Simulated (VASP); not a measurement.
# Mg (Im-3m) in VASP: reference runs

Reference runs on Mg: the cell as given and a disturbed copy, then over a range of volumes.

Program: VASP 6.6.1. These are calculated values, not measurements. Logs are shortened: lines on timing, memory, paths and dates and some standing lists are left out, and cuts for length are marked.

## 1. The crystal as given

It takes space group Im-3m (No. 229, cubic). Conventional cell: a = 3.546 Å, b = 3.546 Å, c = 3.546 Å, α = 90.00°, β = 90.00°, γ = 90.00°. Around Mg (site symmetry m-3m) lie 8 Mg at 3.07 Å.

This isn't the form of Mg at room conditions, which is hcp.

## 2. Single point, PBE

INCAR reads:

```
PREC = Accurate ; ENCUT = 520
EDIFF = 1E-7 ; ISMEAR = -1
SIGMA = 0.05 ; LREAL = F
LASPH = T ; NELM = 100
ALGO = Normal ; ISIF = 2
LWAVE = F ; LCHARG = F
GGA = PE ; NBANDS = 7
```

KPOINTS reads:

```
Automatic mesh
0
Gamma
  11 11 11
```

POSCAR reads:

```
Mg
1.0
   -1.7727644967      1.7727644967      1.7727644967
    1.7727644967     -1.7727644967      1.7727644967
    1.7727644967      1.7727644967     -1.7727644967
Mg
1
Direct
    0.0000000000      0.0000000000      0.0000000000
```

Potentials or basis: VASP PAW PBE potentials, release 64 (Mg).

The run is started by

```console
cat potpaw_PBE.64/Mg/POTCAR > POTCAR
mpirun -np 1 vasp_std > vasp.out
```

OUTCAR:

```text
PREC = Accurate
   ENCUT = 520
   EDIFF = 1E-7
   ISMEAR = -1
   LREAL = F
   LASPH = T
   NELM = 100
   ISIF = 2
   GGA = PE

 ion  position               nearest neighbor table
   1  0.000  0.000  0.000-

  LATTYP: Found a body centered cubic cell.
 ALAT       =     3.5455289934

  Lattice vectors:

 A1 = (  -1.7727644967,   1.7727644967,   1.7727644967)
 A2 = (   1.7727644967,  -1.7727644967,   1.7727644967)
 A3 = (   1.7727644967,   1.7727644967,  -1.7727644967)

Analysis of symmetry for initial positions (statically):
=====================================================================
 Subroutine PRICEL returns:
 Original cell was already a primitive cell.

 Routine SETGRP: Setting up the symmetry group for a
 body centered cubic supercell.

 Subroutine GETGRP returns: Found 48 space group operations
 (whereof 48 operations were pure point group operations)
 out of a pool of 48 trial point group operations.

The static configuration has the point symmetry O_h .

Analysis of symmetry for dynamics (positions and initial velocities):
=====================================================================
 Subroutine PRICEL returns:
 Original cell was already a primitive cell.

 Routine SETGRP: Setting up the symmetry group for a
 body centered cubic supercell.

 Subroutine GETGRP returns: Found 48 space group operations
 (whereof 48 operations were pure point group operations)
 out of a pool of 48 trial point group operations.

The dynamic configuration has the point symmetry O_h .

 Subroutine INISYM returns: Found 48 space group operations
 (whereof 48 operations are pure point group operations),
 and found     1 'primitive' translations

----------------------------------------------------------------------------------------

                                     Primitive cell

  volume of cell :      22.2850

  direct lattice vectors                    reciprocal lattice vectors
    -1.772764497  1.772764497  1.772764497     0.000000000  0.282045360  0.282045360
     1.772764497 -1.772764497  1.772764497     0.282045360  0.000000000  0.282045360
     1.772764497  1.772764497 -1.772764497     0.282045360  0.282045360  0.000000000

  length of vectors
     3.070518178  3.070518178  3.070518178     0.398872373  0.398872373  0.398872373

  position of ions in fractional coordinates (direct lattice)
     0.000000000  0.000000000  0.000000000

  ion indices of the primitive-cell ions
   primitive index   ion index
                 1           1

----------------------------------------------------------------------------------------

 KPOINTS: Automatic mesh

Automatic generation of k-mesh.
 Grid dimensions read from file:
 generate k-points for:   11   11   11

 Generating k-lattice:

  Cartesian coordinates                     Fractional coordinates (reciprocal lattice)
     0.000000000  0.025640487  0.025640487     0.090909091  0.000000000  0.000000000
     0.025640487  0.000000000  0.025640487     0.000000000  0.090909091  0.000000000
     0.025640487  0.025640487  0.000000000     0.000000000  0.000000000  0.090909091

  Length of vectors
     0.036261125  0.036261125  0.036261125

  Shift w.r.t. Gamma in fractional coordinates (k-lattice)
     0.000000000  0.000000000  0.000000000

 Subroutine IBZKPT returns following result:
 ===========================================

 Found     56 irreducible k-points:

 Following reciprocal coordinates:
            Coordinates               Weight
  0.000000  0.000000  0.000000      1.000000
  0.090909  0.000000  0.000000     12.000000
  0.181818  0.000000  0.000000     12.000000
  0.272727  0.000000  0.000000     12.000000
  0.363636  0.000000  0.000000     12.000000
  0.454545  0.000000  0.000000     12.000000
[... 42 lines left out ...]
 -0.363636  0.363636  0.272727     24.000000
 -0.454545  0.454545  0.272727     24.000000
 [... further k-points ...]
   k-points           NKPTS =     56   k-points in BZ     NKDIM =     56   number of bands    NBANDS=      7
   number of dos      NEDOS =    301   number of ions     NIONS =      1
   total plane-waves  NPLWV =  13824
   dimension x,y,z NGX =    24 NGY =   24 NGZ =   24
   dimension x,y,z NGXF=    48 NGYF=   48 NGZF=   48
   ions per type =               1
   NGX,Y,Z   is equivalent  to a cutoff of  12.99, 12.99, 12.99 a.u.
   NGXF,Y,Z  is equivalent  to a cutoff of  25.99, 25.99, 25.99 a.u.
 SYSTEM =  unknown system
   PREC   = accura    normal or accurate (medium, high low for compatibility)
   ISTART =      0    job   : 0-new  1-cont  2-samecut
   ICHARG =      2    charge: 1-file 2-atom 10-const
   ISPIN  =      1    spin polarized calculation?
   LNONCOLLINEAR =      F non collinear calculations
   LSORBIT =      F    spin-orbit coupling
   LASPH  =      T    aspherical Exc in radial PAW
   ENCUT  =  520.0 eV  38.22 Ry    6.18 a.u.   5.71  5.71  5.71*2*pi/ulx,y,z
   NELM   =    100;   NELMIN=  2; NELMDL= -5     # of ELM steps
   EDIFF  = 0.1E-06   stopping-criterion for ELM
   LREAL  =      F    real-space projection
   EDIFFG = 0.1E-05   stopping-criterion for IOM
   NSW    =      0    number of steps for IOM
   IBRION =     -1    ionic relax: 0-MD 1-quasi-New 2-CG
   NFREE  =      0    steps in history (QN), initial steepest desc. (CG)
   ISIF   =      2    stress and relaxation
   ISYM   =      2    0-nonsym 1-usesym 2-fastsym
   POTIM  = 0.5000    time-step for ionic-motion
   TEBEG  =    0.0;   TEEND  =   0.0 temperature during run
   PSTRESS=    0.0 pullay stress
   NELECT =       2.0000    total number of electrons
   NUPDOWN=      -1.0000    fix difference up-down
   EMIN   =  10.00;   EMAX   =-10.00  energy-range for DOS
   EFERMI =   0.00;   METHOD = LEGACY
   ISMEAR =    -1;   SIGMA  =   0.05  broadening in eV -4-tet -1-fermi 0-gaus
   EFERMI_NEDOS =   21; number of points for ismear=-14 and -15
   IALGO  =     38    algorithm
   IMIX   =      4    mixing-type and parameters
     AMIX     =   0.40;   BMIX     =  1.00
     AMIX_MAG =   1.60;   BMIX_MAG =  1.00
  volume/ion in A,a.u.               =      22.29       150.39
  Fermi-wavevector in a.u.,A,eV,Ry     =   0.732960  1.385094  7.309469  0.537231
  Thomas-Fermi vector in A             =   1.825552
   LORBIT       =      0    0 simple, 1 ext, 2 COOP (PROOUT), +10 PAW based schemes
   GGA     = PE    functional components
   LHFCALC =     F    Hartree Fock is set to
   AEXX    =    0.0000 exact exchange contribution
   IVDW    =     0    specifies the selected vdW correction
   LEPSILON=     F    determine dielectric tensor
   LRPA    =     F    only Hartree local field effects (RPA)
 non-spin polarized calculation
  energy-cutoff  :      520.00
  volume of cell :       22.29
 maximum number of plane-waves:       615
   NGX = 11   NGY = 11   NGZ = 11

 number of electron       2.0000000 magnetization

 Free energy of the ion-electron system (eV)
  ---------------------------------------------------
  ext. energy  EPLUGINS =         0.00000000
  ---------------------------------------------------
  free energy    TOTEN  =        -1.48185664 eV

  energy without entropy =       -1.47935739  energy(sigma->0) =       -1.48060701

 E-fermi :   2.8115     XC(G=0):  -8.5873

 val. band max:        2.7769349030   @ k =   0.3636   0.1818   0.0909
 cond. band min:       2.8994369556   @ k =  -0.4545   0.4545   0.0909
 fundamental gap:      0.1225020526
 Fermi energy:         2.8114537523

 k-point     1 :       0.0000    0.0000    0.0000
  band No.  band energies     occupation
      1      -4.2668      2.00000
      2      16.0253      0.00000
      3      16.0253      0.00000
      4      16.0253      0.00000
      5      18.0713      0.00000
      6      18.0713      0.00000
      7      18.3217      0.00000

 k-point     2 :       0.0909    0.0000    0.0000
  band No.  band energies     occupation
      1      -4.0684      2.00000
      2      13.9926      0.00000
      3      15.1437      0.00000
      4      15.2489      0.00000
      5      16.6622      0.00000
      6      17.0714      0.00000
      7      18.5579      0.00000

 k-point     3 :       0.1818    0.0000    0.0000
  band No.  band energies     occupation
      1      -3.4758      2.00000
      2      10.8122      0.00000
      3      13.8124      0.00000
      4      14.1570      0.00000
      5      15.3027      0.00000
      6      16.3277      0.00000
      7      19.1181      0.00000

 k-point     4 :       0.2727    0.0000    0.0000
  band No.  band energies     occupation
      1      -2.4965      2.00000
      2       7.8046      0.00000
      3      12.7176      0.00000
      4      13.2862      0.00000
      5      14.2729      0.00000
      6      15.5497      0.00000
      7      20.0132      0.00000

 k-point     5 :       0.3636    0.0000    0.0000
  band No.  band energies     occupation
      1      -1.1434      2.00000
      2       5.0887      0.00000
      3      11.9678      0.00000
      4      12.6992      0.00000
      5      13.5866      0.00000
      6      14.9309      0.00000
      7      20.9946      0.00000
[... 321 lines left out ...]
 k-point    38 :       0.2727    0.1818    0.1818
  band No.  band energies     occupation
      1       2.0220      2.00000
      2       4.0876      0.00000
      3       5.7541      0.00000
      4       7.1426      0.00000
      5      21.5967      0.00000
      6      21.7509      0.00000
      7      22.9632      0.00000

 k-point    39 :      -0.1818    0.1818    0.1818
  band No.  band energies     occupation
      1      -2.6913      2.00000
      2      10.9253      0.00000
      3      10.9253      0.00000
      4      11.6244      0.00000
      5      13.7471      0.00000
      6      17.5717      0.00000
      7      19.9353      0.00000

 k-point    40 :       0.2727    0.2727    0.1818
  band No.  band energies     occupation
      1       3.5786      0.00000
      2       3.5786      0.00000
      3       4.5280      0.00000
      4       6.6123      0.00000
      5      22.8647      0.00000
      6      22.8647      0.00000
      7      23.3165      0.00000

 [... further k-points ...]

------------------------ aborting loop because EDIFF is reached ----------------------------------------

  FORCE on cell =-STRESS in cart. coord.  units (eV):
  Direction    XX          YY          ZZ          XY          YZ          ZX
  --------------------------------------------------------------------------------------
  -------------------------------------------------------------------------------------
  Total        0.1125259      0.1125259      0.1125259     -0.0000000     -0.0000000      0.0000000
  in kB        8.0900285      8.0900285      8.0900285     -0.0000000     -0.0000000      0.0000000
  external PRESSURE =       8.0900285 kB  Pullay stress =       0.0000000 kB

 VOLUME and BASIS-vectors are now :
 -----------------------------------------------------------------------------
  energy-cutoff  :      520.00
  volume of cell :       22.29
      direct lattice vectors                 reciprocal lattice vectors
    -1.772764497  1.772764497  1.772764497     0.000000000  0.282045360  0.282045360
     1.772764497 -1.772764497  1.772764497     0.282045360  0.000000000  0.282045360
     1.772764497  1.772764497 -1.772764497     0.282045360  0.282045360  0.000000000

 POSITION                                       TOTAL-FORCE (eV/Angst)
 -----------------------------------------------------------------------------------
      0.00000      0.00000      0.00000        -0.000000     -0.000000     -0.000000
 -----------------------------------------------------------------------------------
    total drift:                                0.000000      0.000000      0.000000

  FREE ENERGIE OF THE ION-ELECTRON SYSTEM (eV)
  ---------------------------------------------------
  free  energy   TOTEN  =        -1.4818566359 eV

  energy  without entropy=       -1.4793573858  energy(sigma->0) =       -1.48060701
```

Wall time 3.6 s (1 thread of Intel Xeon Platinum 8559C (Emerald Rapids), shared host); peak memory 0.13 GiB.

Results:

```
Free energy            : -1.4819 eV
Pressure               : 0.8 GPa
Band gap on the k mesh : none (metal or under the smearing width)
```

## 3. Single point, PBE (cell strained at random at fixed volume)

INCAR reads:

```
  PREC = Accurate
  ENCUT = 520
  EDIFF = 1E-7
  ISMEAR = -1
  SIGMA = 0.05
  LREAL = False
  LASPH = True
  NELM = 60
  ALGO = Normal
  ISIF = 2
  LWAVE = False
  LCHARG = False
  GGA = PE
  NBANDS = 7
```

KPOINTS reads:

```
regular mesh
0
Gamma
  11 11 11
```

POSCAR reads:

```
Mg
1.0
   -1.7681140000      1.7577310000      1.7471990000
    1.7624760000     -1.7896230000      1.7734530000
    1.7873860000      1.8088950000     -1.7790900000
Mg
1
Direct
   -0.0142060000     -0.0107230000     -0.0211460000
```

Potentials or basis: VASP PAW PBE potentials, release 64 (Mg).

The run is started by

```console
cat potpaw_PBE.64/Mg/POTCAR > POTCAR
mpirun -np 1 vasp_std > vasp.out
```

Wall time 25 s (1 thread of Intel Xeon Platinum 8559C (Emerald Rapids), shared host); peak memory 0.21 GiB.

The run converged. Its results:

```
Free energy            : -1.4808 eV
Pressure               : 0.8 GPa
Band gap on the k mesh : none (metal or under the smearing width)
```

Stress tensor (GPa, compression positive):
```
 0.80 -0.34  0.11
-0.34  0.76  0.60
 0.11  0.60  0.93
```

Levels at points of the mesh, in eV from the Fermi level:
```
           k point  band 1  band 2  band 3  band 4  band 5  band 6
(0.00, 0.00, 0.00)   -7.08   13.03   13.17   13.38   15.17   15.20
```

## 4. Equation of state, PBE, 20.95 Å³/atom (volume scaled by 0.94)

INCAR reads:

```
PREC     = Accurate       # precision mode
ENCUT    = 520            # plane-wave cutoff, eV
EDIFF    = 1E-7           # SCF threshold, eV
ISMEAR   = -1             # smearing method
SIGMA    = 0.05           # smearing width, eV
LREAL    = F              # projectors in reciprocal space
LASPH    = T              # aspherical terms in the spheres
NELM     = 80             # most SCF steps
ALGO     = Normal         # electronic algorithm
ISIF     = 2              # what is computed and relaxed
LWAVE    = F              # write WAVECAR
LCHARG   = F              # write CHGCAR
GGA      = PE             # functional
NBANDS   = 7              # bands
```

KPOINTS reads:

```
Automatic mesh
0
Gamma
  11 11 11
```

POSCAR reads:

```
Mg
1.0
   -1.7365754750      1.7365754750      1.7365754750
    1.7365754750     -1.7365754750      1.7365754750
    1.7365754750      1.7365754750     -1.7365754750
Mg
1
Direct
    0.0000000000      0.0000000000      0.0000000000
```

The run is started by

```console
cat potpaw_PBE.64/Mg/POTCAR > POTCAR
mpirun -np 1 vasp_std > vasp.out
```

Run time: 6.6 s. Hardware: 1 thread of Intel Xeon Platinum 8559C (Emerald Rapids), shared host; peak memory 0.13 GiB.

The run converged. Its results:

- Free energy: -1.4641 eV
- Pressure: 3.6 GPa
- Band gap on the k mesh: none (metal or under the smearing width)

## 5. Equation of state, PBE, 21.39 Å³/atom (volume scaled by 0.96)

INCAR reads:

```
SYSTEM = Mg
PREC = Accurate
ENCUT = 520
EDIFF = 1E-7
ISMEAR = -1
SIGMA = 0.05
LREAL = .False.
LASPH = .True.
NELM = 80
ALGO = Normal
ISIF = 2
LWAVE = .False.
LCHARG = .False.
GGA = PE
NBANDS = 7
```

KPOINTS reads:

```
regular mesh
0
Gamma
  11 11 11
  0 0 0
```

POSCAR reads:

```
Mg
1.0
   -1.7488052827      1.7488052827      1.7488052827
    1.7488052827     -1.7488052827      1.7488052827
    1.7488052827      1.7488052827     -1.7488052827
Mg
1
Direct
    0.0000000000      0.0000000000      0.0000000000
```

The run is started by

```console
cat potpaw_PBE.64/Mg/POTCAR > POTCAR
mpirun -np 1 vasp_std > vasp.out
```

It took 7.1 s on 1 thread of Intel Xeon Platinum 8559C (Emerald Rapids), shared host; peak memory 0.12 GiB.

It converged, with:

```yaml
Free_energy: -1.4726 eV
Pressure: 2.6 GPa
Band_gap_on_the_k_mesh: none (metal or under the smearing width)
```

## 6. Equation of state, PBE, 21.84 Å³/atom (volume scaled by 0.98)

INCAR reads:

```
PREC = Accurate ; ENCUT = 520
EDIFF = 1E-7 ; ISMEAR = -1
SIGMA = 0.05 ; LREAL = False
LASPH = True ; NELM = 80
ALGO = Normal ; ISIF = 2
LWAVE = False ; LCHARG = False
GGA = PE ; NBANDS = 7
```

KPOINTS reads:

```
Automatic mesh
0
Gamma
  11 11 11
```

POSCAR reads:

```
Mg
1.0
   -1.7608663899      1.7608663899      1.7608663899
    1.7608663899     -1.7608663899      1.7608663899
    1.7608663899      1.7608663899     -1.7608663899
Mg
1
Direct
    0.0000000000      0.0000000000      0.0000000000
```

Potentials or basis: VASP PAW PBE potentials, release 64 (Mg).

The run is started by

```console
cat potpaw_PBE.64/Mg/POTCAR > POTCAR
mpirun -np 1 vasp_std > vasp.out
```

It used 3.9 s of CPU time on 1 thread of Intel(R) Xeon(R) Platinum 8559C (Emerald Rapids), with other jobs on the host, which was overloaded at the time.

Results (log left out):

```yaml
Free_energy: -1.4785 eV
Pressure: 1.6 GPa
Band_gap_on_the_k_mesh: none (metal or under the smearing width)
```

## 7. Equation of state, PBE, 22.73 Å³/atom (volume scaled by 1.02)

INCAR reads:

```
SYSTEM = Mg
PREC = Accurate
ENCUT = 520
EDIFF = 1E-7
ISMEAR = -1
SIGMA = 0.05
LREAL = .FALSE.
LASPH = .TRUE.
NELM = 100
ALGO = Normal
ISIF = 2
LWAVE = .FALSE.
LCHARG = .FALSE.
GGA = PE
NBANDS = 7
```

KPOINTS reads:

```
Automatic mesh
0
G
  11 11 11
  0 0 0
```

POSCAR reads:

```
Mg
1.0
   -1.7845050011      1.7845050011      1.7845050011
    1.7845050011     -1.7845050011      1.7845050011
    1.7845050011      1.7845050011     -1.7845050011
Mg
1
Direct
    0.0000000000      0.0000000000      0.0000000000
```

The run is started by

```console
cat potpaw_PBE.64/Mg/POTCAR > POTCAR
mpirun -np 1 vasp_std > vasp.out
```

It used 3.3 s of CPU time on 1 thread of Intel(R) Xeon(R) Platinum 8559C (Emerald Rapids), with other jobs on the host, which was overloaded at the time.

The run converged. Its results:

```yaml
Free_energy: -1.4830 eV
Pressure: 0.1 GPa
Band_gap_on_the_k_mesh: none (metal or under the smearing width)
```

## 8. Equation of state, PBE, 23.18 Å³/atom (volume scaled by 1.04)

INCAR reads:

```
  PREC = Accurate
  ENCUT = 520
  EDIFF = 1E-7
  ISMEAR = -1
  SIGMA = 0.05
  LREAL = F
  LASPH = T
  NELM = 100
  ALGO = Normal
  ISIF = 2
  LWAVE = F
  LCHARG = F
  GGA = PE
  NBANDS = 7
```

KPOINTS reads:

```
Automatic mesh
0
Gamma
  11 11 11
```

POSCAR reads:

```
Mg
1.0
   -1.7960930206      1.7960930206      1.7960930206
    1.7960930206     -1.7960930206      1.7960930206
    1.7960930206      1.7960930206     -1.7960930206
Mg
1
Direct
    0.0000000000      0.0000000000      0.0000000000
```

The run is started by

```console
cat potpaw_PBE.64/Mg/POTCAR > POTCAR
mpirun -np 1 vasp_std > vasp.out
```

It used 3.2 s of CPU time on 1 thread of Intel(R) Xeon(R) Platinum 8559C (Emerald Rapids) (shared host), which was overloaded at the time.

Results (log left out):

| Item | Value |
| --- | --- |
| Free energy | -1.4822 eV |
| Pressure | -0.6 GPa |
| Band gap on the k mesh | none (metal or under the smearing width) |

## 9. Equation of state, PBE, 23.62 Å³/atom (volume scaled by 1.06)

INCAR reads:

```
  PREC = Accurate
  ENCUT = 520
  EDIFF = 1E-7
  ISMEAR = -1
  SIGMA = 0.05
  LREAL = False
  LASPH = True
  NELM = 80
  ALGO = Normal
  ISIF = 2
  LWAVE = False
  LCHARG = False
  GGA = PE
  NBANDS = 7
```

KPOINTS reads:

```
regular mesh
0
Gamma
  11 11 11
```

POSCAR reads:

```
Mg
1.0
   -1.8075334120      1.8075334120      1.8075334120
    1.8075334120     -1.8075334120      1.8075334120
    1.8075334120      1.8075334120     -1.8075334120
Mg
1
Direct
    0.0000000000      0.0000000000      0.0000000000
```

Potentials or basis: VASP PAW PBE potentials, release 64 (Mg).

The run is started by

```console
cat potpaw_PBE.64/Mg/POTCAR > POTCAR
mpirun -np 1 vasp_std > vasp.out
```

It used 3.6 s of CPU time on 1 thread of Intel(R) Xeon(R) Platinum 8559C (Emerald Rapids) (shared host), which was overloaded at the time.

It converged, with:

```yaml
Free_energy: -1.4796 eV
Pressure: -1.3 GPa
Band_gap_on_the_k_mesh: none (metal or under the smearing width)
```

## 10. Equation of state, PBE

Potentials or basis: VASP PAW PBE potentials, release 64 (Mg).

This step only gathers the single runs of the series.

What came out:

```yaml
Equilibrium_volume: 22.76 Å³/atom
Bulk_modulus: 37 GPa
Pressure_derivative_of_the_bulk_modulus: 4.0
```

Energy against volume, from the lowest point:
```csv
volume (Å³/atom),energy (meV/atom)
20.948,18.96
21.394,10.42
21.839,4.58
22.285,1.18
22.731,0.00
23.176,0.82
23.622,3.46
```

## 11. Summary

| task | cell | gap on the mesh (eV) | pressure (GPa) |
| --- | --- | --- | --- |
| single point | as given | none | 0.8 |
| single point | cell strained at random at fixed volume | none | 0.8 |
| equation of state | as given | - | - |

Alike in all rows: level PBE; potentials or basis VASP PAW PBE potentials, release 64 (Mg); no spin polarisation; k mesh 11 × 11 × 11; cutoff (eV) 520; smearing fermi-dirac 0.05 eV.

Absolute energies hang on the potentials; compare differences alone.
